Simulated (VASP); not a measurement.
Write the native input for VASP 6.6.1 that does the following.

```
Task                   : relaxation of cell and atoms
Functional             : PBE
Potentials or basis    : VASP PAW PBE potentials, release 64 (S, Be)
Cutoff                 : 900 eV
k mesh                 : 9 × 9 × 9
Occupations            : fermi-dirac, width 0.05 eV
Spin                   : no spin polarisation
Further INCAR settings : ALGO = Normal; EDIFF = 1e-06; IBRION = 2; EDIFFG = -0.02; NSW = 40; ISIF = 3
```

The structure of BeS lies in POSCAR:

```
BeS
1.0
    0.0000000000      2.4250000000      2.4250000000
    2.4250000000      0.0000000000      2.4250000000
    2.4250000000      2.4250000000      0.0000000000
S Be
1 1
Direct
    0.7500000000      0.7500000000      0.7500000000
    0.0000000000      0.0000000000      0.0000000000
```

One way to write it, as run:

INCAR

```
ALGO = Normal
EDIFF = 1E-6
EDIFFG = -0.02
ENCUT = 900
GGA = PE
IBRION = 2
ISIF = 3
ISMEAR = -1
LASPH = T
LCHARG = F
LREAL = F
LWAVE = F
NELM = 60
NSW = 40
PREC = Accurate
SIGMA = 0.05
```

KPOINTS

```
k-points
0
Gamma
  9 9 9
```

Potentials or basis: VASP PAW PBE potentials, release 64 (S, Be).

Launch:

```bash
$ cat potpaw_PBE.64/S/POTCAR potpaw_PBE.64/Be/POTCAR > POTCAR
$ mpirun -np 1 vasp_std > vasp.out
```

Results of the run:

* Relaxed volume: 14.50 Å³/atom
* Relaxed cell: a = 3.448 Å, b = 3.448 Å, c = 3.448 Å, α = 60.00°, β = 60.00°, γ = 60.00°
* Space group after relaxing (to 0.05 Å): F-43m (No. 216)
* Energy gained by relaxing: 1.1 meV/atom
* Ionic steps: 3
* Pressure after relaxing: 0.0 GPa
* Band gap on the k mesh: 3.24 eV, indirect (least direct gap 5.68 eV)

Caveat: an odd mesh through Γ misses points on the zone boundary, where band edges often lie.

Wall time 64 s on 1 thread of AMD EPYC 7R13 Processor (Zen 3), on a shared host, peak memory 0.18 GiB.
